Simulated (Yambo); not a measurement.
A run of Yambo 5.3.0:

The input gw1.in:

```
gw0
dyson
el_el_corr
rim_cut
HF_and_locXC
ppa
em1d
RandQpts= 1000000
RandGvec= 50 RL
EXXRLvcs= 36 Ry
VXCRLvcs= 36 Ry
Chimod= "HARTREE"
% BndsRnXp
 1 | 154 |
%
NGsBlkXp= 6 Ry
% LongDrXp
 1 | 1 | 1 |
%
PPAPntXp= 27.21138 eV
% GbndRnge
 1 | 154 |
%
GTermKind= "BG"
DysSolver= "n"
ExtendOut
% QPkrange
 1 | 13 | 1 | 9 |
%
```

scf.in

```
&CONTROL
  calculation = 'scf'
  prefix = 'pwscf'
  outdir = './tmp'
  pseudo_dir = './pseudo'
/
&SYSTEM
  ibrav = 0
  nat = 2
  ntyp = 1
  ecutwfc = 36
  nbnd = 9
  occupations = 'smearing'
  smearing = 'fd'
  degauss = 0.00367493
  force_symmorphic = .true.
/
&ELECTRONS
  conv_thr = 4d-10
  electron_maxstep = 120
  mixing_beta = 0.5
/
ATOMIC_SPECIES
Si    28.0850 Si.upf
CELL_PARAMETERS angstrom
  -2.3713723045    2.3713723045    1.3292653899
   2.3713723045   -2.3713723045    1.3292653899
   2.3713723045    2.3713723045   -1.3292653899
ATOMIC_POSITIONS crystal
Si     0.5000000000    0.5000000000    0.0000000000
Si     0.2500000000    0.7500000000    0.5000000000
K_POINTS automatic
12 12 12 0 0 0
```

nscf.in

```
&CONTROL
  calculation = 'nscf'
  prefix = 'pwscf'
  outdir = './tmp'
  pseudo_dir = './pseudo'
/
&SYSTEM
  ibrav = 0
  nat = 2
  ntyp = 1
  ecutwfc = 36
  nbnd = 154
  occupations = 'smearing'
  smearing = 'fd'
  degauss = 0.00367493
  force_symmorphic = .true.
/
&ELECTRONS
  conv_thr = 1d-08
  diago_full_acc = .true.
  diago_thr_init = 1d-06
/
ATOMIC_SPECIES
Si    28.0850 Si.upf
CELL_PARAMETERS angstrom
  -2.3713723045    2.3713723045    1.3292653899
   2.3713723045   -2.3713723045    1.3292653899
   2.3713723045    2.3713723045   -1.3292653899
ATOMIC_POSITIONS crystal
Si     0.5000000000    0.5000000000    0.0000000000
Si     0.2500000000    0.7500000000    0.5000000000
K_POINTS automatic
4 4 4 0 0 0
```

gw1_1.in

```
gw0
dyson
el_el_corr
rim_cut
HF_and_locXC
ppa
em1d
RandQpts= 1000000
RandGvec= 50 RL
EXXRLvcs= 36 Ry
VXCRLvcs= 36 Ry
Chimod= "HARTREE"
% BndsRnXp
 1 | 154 |
%
NGsBlkXp= 6 Ry
% LongDrXp
 1 | 1 | 1 |
%
PPAPntXp= 27.21138 eV
% GbndRnge
 1 | 154 |
%
GTermKind= "BG"
DysSolver= "n"
ExtendOut
% QPkrange
 1 | 13 | 1 | 9 |
%
GfnQPdb= "E < gw1/ndb.QP"
XfnQPdb= "E < gw1/ndb.QP"
```

File gw1_2.in:

```
gw0
dyson
el_el_corr
rim_cut
HF_and_locXC
ppa
em1d
RandQpts= 1000000
RandGvec= 50 RL
EXXRLvcs= 36 Ry
VXCRLvcs= 36 Ry
Chimod= "HARTREE"
% BndsRnXp
 1 | 154 |
%
NGsBlkXp= 6 Ry
% LongDrXp
 1 | 1 | 1 |
%
PPAPntXp= 27.21138 eV
% GbndRnge
 1 | 154 |
%
GTermKind= "BG"
DysSolver= "n"
ExtendOut
% QPkrange
 1 | 13 | 1 | 9 |
%
GfnQPdb= "E < gw1_1/ndb.QP"
XfnQPdb= "E < gw1_1/ndb.QP"
```

The input gw1_3.in:

```
gw0
dyson
el_el_corr
rim_cut
HF_and_locXC
ppa
em1d
RandQpts= 1000000
RandGvec= 50 RL
EXXRLvcs= 36 Ry
VXCRLvcs= 36 Ry
Chimod= "HARTREE"
% BndsRnXp
 1 | 154 |
%
NGsBlkXp= 6 Ry
% LongDrXp
 1 | 1 | 1 |
%
PPAPntXp= 27.21138 eV
% GbndRnge
 1 | 154 |
%
GTermKind= "BG"
DysSolver= "n"
ExtendOut
% QPkrange
 1 | 13 | 1 | 9 |
%
GfnQPdb= "E < gw1_2/ndb.QP"
XfnQPdb= "E < gw1_2/ndb.QP"
```

The input gw1_4.in:

```
gw0
dyson
el_el_corr
rim_cut
HF_and_locXC
ppa
em1d
RandQpts= 1000000
RandGvec= 50 RL
EXXRLvcs= 36 Ry
VXCRLvcs= 36 Ry
Chimod= "HARTREE"
% BndsRnXp
 1 | 154 |
%
NGsBlkXp= 6 Ry
% LongDrXp
 1 | 1 | 1 |
%
PPAPntXp= 27.21138 eV
% GbndRnge
 1 | 154 |
%
GTermKind= "BG"
DysSolver= "n"
ExtendOut
% QPkrange
 1 | 13 | 1 | 9 |
%
GfnQPdb= "E < gw1_3/ndb.QP"
XfnQPdb= "E < gw1_3/ndb.QP"
```

Potentials or basis: PseudoDojo 0.4.1 SR PBE standard.

The run is started by

```sh
$ OMP_NUM_THREADS=1 pw.x -in scf.in > scf.out
$ OMP_NUM_THREADS=1 pw.x -in nscf.in > nscf.out
$ cd tmp/pwscf.save; p2y; mv SAVE ../..; cd ../..
$ OMP_NUM_THREADS=1 yambo
$ mkdir -p gw1; ln -s $PWD/gw0/ndb.RIM gw1/
$ OMP_NUM_THREADS=1 yambo -F gw1.in -J gw1 -C gw1_out
$ mkdir -p gw1_1; ln -s $PWD/gw0/ndb.RIM gw1_1/
$ OMP_NUM_THREADS=1 yambo -F gw1_1.in -J gw1_1 -C gw1_1_out
$ # levels in gw1_1/ndb.QP reset to Eo + Z (Sx + Sc(Eo) - Vxc - shift), the shift holding the valence top or Fermi level at zero
$ mkdir -p gw1_2; ln -s $PWD/gw0/ndb.RIM gw1_2/
$ OMP_NUM_THREADS=1 yambo -F gw1_2.in -J gw1_2 -C gw1_2_out
$ # levels in gw1_2/ndb.QP reset to Eo + Z (Sx + Sc(Eo) - Vxc - shift), the shift holding the valence top or Fermi level at zero
$ mkdir -p gw1_3; ln -s $PWD/gw0/ndb.RIM gw1_3/
$ OMP_NUM_THREADS=1 yambo -F gw1_3.in -J gw1_3 -C gw1_3_out
$ # levels in gw1_3/ndb.QP reset to Eo + Z (Sx + Sc(Eo) - Vxc - shift), the shift holding the valence top or Fermi level at zero
$ mkdir -p gw1_4; ln -s $PWD/gw0/ndb.RIM gw1_4/
$ OMP_NUM_THREADS=1 yambo -F gw1_4.in -J gw1_4 -C gw1_4_out
$ # levels in gw1_4/ndb.QP reset to Eo + Z (Sx + Sc(Eo) - Vxc - shift), the shift holding the valence top or Fermi level at zero
```

Hardware: 1 thread of Arm Neoverse V2 (shared host).

Estimate the wall time of this run.

Run time: 24 min on 1 thread of Arm Neoverse V2 (shared host).
